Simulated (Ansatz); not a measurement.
Geometry optimisation in Ansatz: input, command and trajectory.

```yaml
crystal:
  lattice:
    - [5.0837000239, 0.0, 0.0]
    - [0.0, 5.0837000239, 0.0]
    - [0.0, 0.0, 7.1008765318]
  atoms:
    - { symbol: Si, position: [0.2938575577, 0.2938575577, 0.0] }
    - { symbol: Si, position: [0.2061424423, 0.7938575577, 0.25] }
    - { symbol: Si, position: [0.7061424423, 0.7061424423, 0.5] }
    - { symbol: Si, position: [0.7938575577, 0.2061424423, 0.75] }
    - { symbol: O, position: [0.2411800976, 0.093452608, 0.174225779] }
    - { symbol: O, position: [0.406547392, 0.7411800976, 0.424225779] }
    - { symbol: O, position: [0.7588199024, 0.906547392, 0.674225779] }
    - { symbol: O, position: [0.593452608, 0.2588199024, 0.924225779] }
    - { symbol: O, position: [0.7411800976, 0.406547392, 0.575774221] }
    - { symbol: O, position: [0.906547392, 0.7588199024, 0.325774221] }
    - { symbol: O, position: [0.2588199024, 0.593452608, 0.075774221] }
    - { symbol: O, position: [0.093452608, 0.2411800976, 0.825774221] }
basis:
  ecutwfc: 420
kpoints:
  mp_grid: { grid: [6, 6, 4] }
hamiltonian:
  xc: pbe
  dispersion: d3bj
scf:
  occupations: { method: gaussian, width: 0.02 }
output:
  forces: true
  stress: true
  eigenvalues: true
relax:
  adjacent_minimum: "off"
  f_tol: 0.005
  max_steps: 50
  cell: { stress_tol: 0.05 }
```

```bash
ansatz run input.yaml --threads 4 --pin off --max-ram 10240MiB --backend cpu --events-out ev --progress --plain --runs-dir out
```

Level of theory: Ansatz, DFT PBE+D3(BJ), scalar-relativistic, plane waves, PAW.

Of 12 frames 10 are shown, positions in Å and forces in eV/Å; the SCF threshold varies from step to step. Steps run on the plane waves of an earlier cell, with a Pulay correction in the pressure. The basis is chosen afresh for the last frame, the zero of the energies, and at times for earlier ones too; energy and pressure can step there, also at an unchanged geometry. Here that happened at step 7 (2 meV/atom, -0.3 GPa); frames between the last choice of the basis and such a step carry an error that grows, as the cell changes, to that size.

```xyz
12
Lattice="5.0837 0.0000 0.0000 0.0000 5.0837 0.0000 0.0000 0.0000 7.1009" Properties=species:S:1:pos:R:3:forces:R:3 pbc="T T T" step=1 free_energy_over_end_meV_per_atom=6.65 pressure_GPa=-1.33
Si    1.4939    1.4939    0.0000    0.0012    0.0012    0.0000
Si    1.0480    4.0357    1.7752   -0.0012    0.0012    0.0000
Si    3.5898    3.5898    3.5504   -0.0012   -0.0012    0.0000
Si    4.0357    1.0480    5.3257    0.0012   -0.0012    0.0000
O     1.2261    0.4751    1.2372    0.0000    0.0052    0.0001
O     2.0668    3.7679    3.0124   -0.0052    0.0000    0.0001
O     3.8576    4.6086    4.7876    0.0000   -0.0052    0.0001
O     3.0169    1.3158    6.5628    0.0052    0.0000    0.0001
O     3.7679    2.0668    4.0885    0.0000   -0.0052   -0.0001
O     4.6086    3.8576    2.3133   -0.0052    0.0000   -0.0001
O     1.3158    3.0169    0.5381    0.0000    0.0052   -0.0001
O     0.4751    1.2261    5.8637    0.0052    0.0000   -0.0001
12
Lattice="5.0715 0.0000 0.0000 0.0000 5.0715 0.0000 0.0000 0.0000 7.0748" Properties=species:S:1:pos:R:3:forces:R:3 pbc="T T T" step=2 free_energy_over_end_meV_per_atom=5.30 pressure_GPa=-0.65
Si    1.4967    1.4967    0.0000   -0.0054   -0.0054    0.0000
Si    1.0391    4.0324    1.7687    0.0054   -0.0054    0.0000
Si    3.5749    3.5749    3.5374    0.0054    0.0054    0.0000
Si    4.0324    1.0391    5.3061   -0.0054    0.0054    0.0000
O     1.2214    0.4838    1.2378   -0.0067    0.0157    0.0477
O     2.0519    3.7572    3.0065   -0.0157   -0.0067    0.0477
O     3.8501    4.5877    4.7752    0.0067   -0.0157    0.0477
O     3.0196    1.3144    6.5439    0.0157    0.0067    0.0477
O     3.7572    2.0519    4.0684   -0.0067   -0.0157   -0.0477
O     4.5877    3.8501    2.2997   -0.0157    0.0067   -0.0477
O     1.3144    3.0196    0.5309    0.0067    0.0157   -0.0477
O     0.4838    1.2214    5.8371    0.0157   -0.0067   -0.0477
12
Lattice="5.0352 0.0000 0.0000 0.0000 5.0352 0.0000 0.0000 0.0000 6.9945" Properties=species:S:1:pos:R:3:forces:R:3 pbc="T T T" step=3 free_energy_over_end_meV_per_atom=2.27 pressure_GPa=0.58
Si    1.5091    1.5091    0.0000   -0.0543   -0.0543    0.0000
Si    1.0085    4.0267    1.7486    0.0543   -0.0543    0.0000
Si    3.5261    3.5261    3.4972    0.0543    0.0543    0.0000
Si    4.0267    1.0085    5.2458   -0.0543    0.0543    0.0000
O     1.2051    0.5185    1.2465   -0.0124    0.0575    0.1171
O     1.9991    3.7227    2.9951   -0.0575   -0.0124    0.1171
O     3.8301    4.5167    4.7438    0.0124   -0.0575    0.1171
O     3.0361    1.3125    6.4924    0.0575    0.0124    0.1171
O     3.7227    1.9991    3.9993   -0.0124   -0.0575   -0.1171
O     4.5167    3.8301    2.2507   -0.0575    0.0124   -0.1171
O     1.3125    3.0361    0.5021    0.0124    0.0575   -0.1171
O     0.5185    1.2051    5.7479    0.0575   -0.0124   -0.1171
12
Lattice="4.9729 0.0000 0.0000 0.0000 4.9729 0.0000 0.0000 0.0000 6.8791" Properties=species:S:1:pos:R:3:forces:R:3 pbc="T T T" step=5 free_energy_over_end_meV_per_atom=-2.03 pressure_GPa=-0.04
Si    1.5248    1.5248    0.0000   -0.0061   -0.0061    0.0000
Si    0.9617    4.0113    1.7198    0.0061   -0.0061    0.0000
Si    3.4481    3.4481    3.4396    0.0061    0.0061    0.0000
Si    4.0113    0.9617    5.1593   -0.0061    0.0061    0.0000
O     1.1743    0.5897    1.2838    0.0011    0.0012   -0.0002
O     1.8968    3.6608    3.0036   -0.0012    0.0011   -0.0002
O     3.7986    4.3832    4.7233   -0.0011   -0.0012   -0.0002
O     3.0762    1.3121    6.4431    0.0012   -0.0011   -0.0002
O     3.6608    1.8968    3.8756    0.0011   -0.0012    0.0002
O     4.3832    3.7986    2.1558   -0.0012   -0.0011    0.0002
O     1.3121    3.0762    0.4360   -0.0011    0.0012    0.0002
O     0.5897    1.1743    5.5954    0.0012    0.0011    0.0002
12
Lattice="4.9713 0.0000 0.0000 0.0000 4.9713 0.0000 0.0000 0.0000 6.8801" Properties=species:S:1:pos:R:3:forces:R:3 pbc="T T T" step=6 free_energy_over_end_meV_per_atom=-2.05 pressure_GPa=0.00
Si    1.5241    1.5241    0.0000   -0.0001   -0.0001    0.0000
Si    0.9615    4.0098    1.7200    0.0001   -0.0001    0.0000
Si    3.4472    3.4472    3.4400    0.0001    0.0001    0.0000
Si    4.0098    0.9615    5.1601   -0.0001    0.0001    0.0000
O     1.1740    0.5900    1.2844    0.0002    0.0003   -0.0004
O     1.8957    3.6596    3.0044   -0.0003    0.0002   -0.0004
O     3.7973    4.3813    4.7244   -0.0002   -0.0003   -0.0004
O     3.0756    1.3117    6.4444    0.0003   -0.0002   -0.0004
O     3.6596    1.8957    3.8757    0.0002   -0.0003    0.0004
O     4.3813    3.7973    2.1557   -0.0003   -0.0002    0.0004
O     1.3117    3.0756    0.4357   -0.0002    0.0003    0.0004
O     0.5900    1.1740    5.5957    0.0003    0.0002    0.0004
12
Lattice="4.9713 0.0000 0.0000 0.0000 4.9713 0.0000 0.0000 0.0000 6.8801" Properties=species:S:1:pos:R:3:forces:R:3 pbc="T T T" step=7 free_energy_over_end_meV_per_atom=0.29 pressure_GPa=-0.35
Si    1.5241    1.5241    0.0000   -0.0002   -0.0002    0.0000
Si    0.9615    4.0098    1.7200    0.0002   -0.0002    0.0000
Si    3.4472    3.4472    3.4400    0.0002    0.0002    0.0000
Si    4.0098    0.9615    5.1601   -0.0002    0.0002    0.0000
O     1.1740    0.5900    1.2844    0.0002    0.0000   -0.0007
O     1.8957    3.6596    3.0044    0.0000    0.0002   -0.0007
O     3.7973    4.3813    4.7244   -0.0002    0.0000   -0.0007
O     3.0756    1.3117    6.4444    0.0000   -0.0002   -0.0007
O     3.6596    1.8957    3.8757    0.0002    0.0000    0.0007
O     4.3813    3.7973    2.1557    0.0000   -0.0002    0.0007
O     1.3117    3.0756    0.4357   -0.0002    0.0000    0.0007
O     0.5900    1.1740    5.5957    0.0000    0.0002    0.0007
12
Lattice="4.9505 0.0000 0.0000 0.0000 4.9505 0.0000 0.0000 0.0000 6.8347" Properties=species:S:1:pos:R:3:forces:R:3 pbc="T T T" step=8 free_energy_over_end_meV_per_atom=-0.66 pressure_GPa=0.00
Si    1.5287    1.5287    0.0000   -0.0006   -0.0006    0.0000
Si    0.9466    4.0039    1.7087    0.0006   -0.0006    0.0000
Si    3.4218    3.4218    3.4174    0.0006    0.0006    0.0000
Si    4.0039    0.9466    5.1261   -0.0006    0.0006    0.0000
O     1.1645    0.6087    1.2907   -0.0008    0.0032    0.0017
O     1.8665    3.6398    2.9993   -0.0032   -0.0008    0.0017
O     3.7860    4.3418    4.7080    0.0008   -0.0032    0.0017
O     3.0840    1.3108    6.4167    0.0032    0.0008    0.0017
O     3.6398    1.8665    3.8354   -0.0008   -0.0032   -0.0017
O     4.3418    3.7860    2.1267   -0.0032    0.0008   -0.0017
O     1.3108    3.0840    0.4180    0.0008    0.0032   -0.0017
O     0.6087    1.1645    5.5441    0.0032   -0.0008   -0.0017
12
Lattice="4.9471 0.0000 0.0000 0.0000 4.9471 0.0000 0.0000 0.0000 6.8279" Properties=species:S:1:pos:R:3:forces:R:3 pbc="T T T" step=10 free_energy_over_end_meV_per_atom=-0.02 pressure_GPa=-0.07
Si    1.5297    1.5297    0.0000    0.0002    0.0002    0.0000
Si    0.9438    4.0033    1.7070   -0.0002    0.0002    0.0000
Si    3.4174    3.4174    3.4140   -0.0002   -0.0002    0.0000
Si    4.0033    0.9438    5.1209    0.0002   -0.0002    0.0000
O     1.1628    0.6123    1.2920   -0.0005   -0.0013    0.0003
O     1.8612    3.6364    2.9989    0.0013   -0.0005    0.0003
O     3.7844    4.3348    4.7059    0.0005    0.0013    0.0003
O     3.0859    1.3108    6.4129   -0.0013    0.0005    0.0003
O     3.6364    1.8612    3.8290   -0.0005    0.0013   -0.0003
O     4.3348    3.7844    2.1220    0.0013    0.0005   -0.0003
O     1.3108    3.0859    0.4150    0.0005   -0.0013   -0.0003
O     0.6123    1.1628    5.5360   -0.0013   -0.0005   -0.0003
12
Lattice="4.9436 0.0000 0.0000 0.0000 4.9436 0.0000 0.0000 0.0000 6.8158" Properties=species:S:1:pos:R:3:forces:R:3 pbc="T T T" step=11 free_energy_over_end_meV_per_atom=-0.18 pressure_GPa=0.02
Si    1.5307    1.5307    0.0000   -0.0028   -0.0028    0.0000
Si    0.9411    4.0025    1.7039    0.0028   -0.0028    0.0000
Si    3.4129    3.4129    3.4079    0.0028    0.0028    0.0000
Si    4.0025    0.9411    5.1118   -0.0028    0.0028    0.0000
O     1.1609    0.6158    1.2929    0.0011    0.0045   -0.0021
O     1.8560    3.6327    2.9969   -0.0045    0.0011   -0.0021
O     3.7828    4.3278    4.7008   -0.0011   -0.0045   -0.0021
O     3.0877    1.3109    6.4047    0.0045   -0.0011   -0.0021
O     3.6327    1.8560    3.8189    0.0011   -0.0045    0.0021
O     4.3278    3.7828    2.1150   -0.0045   -0.0011    0.0021
O     1.3109    3.0877    0.4110   -0.0011    0.0045    0.0021
O     0.6158    1.1609    5.5228    0.0045    0.0011    0.0021
12
Lattice="4.9436 0.0000 0.0000 0.0000 4.9436 0.0000 0.0000 0.0000 6.8158" Properties=species:S:1:pos:R:3:forces:R:3 pbc="T T T" step=12 free_energy_over_end_meV_per_atom=0.00 pressure_GPa=0.01
Si    1.5307    1.5307    0.0000   -0.0029   -0.0029    0.0000
Si    0.9411    4.0025    1.7039    0.0029   -0.0029    0.0000
Si    3.4129    3.4129    3.4079    0.0029    0.0029    0.0000
Si    4.0025    0.9411    5.1118   -0.0029    0.0029    0.0000
O     1.1609    0.6158    1.2929    0.0011    0.0045   -0.0021
O     1.8560    3.6327    2.9969   -0.0045    0.0011   -0.0021
O     3.7828    4.3278    4.7008   -0.0011   -0.0045   -0.0021
O     3.0877    1.3109    6.4047    0.0045   -0.0011   -0.0021
O     3.6327    1.8560    3.8189    0.0011   -0.0045    0.0021
O     4.3278    3.7828    2.1150   -0.0045   -0.0011    0.0021
O     1.3109    3.0877    0.4110   -0.0011    0.0045    0.0021
O     0.6158    1.1609    5.5228    0.0045    0.0011    0.0021
```

Time: 64 s on 4 threads of Intel(R) Xeon(R) Processor @ 2.70GHz (shared host), peak memory 0.64 GiB.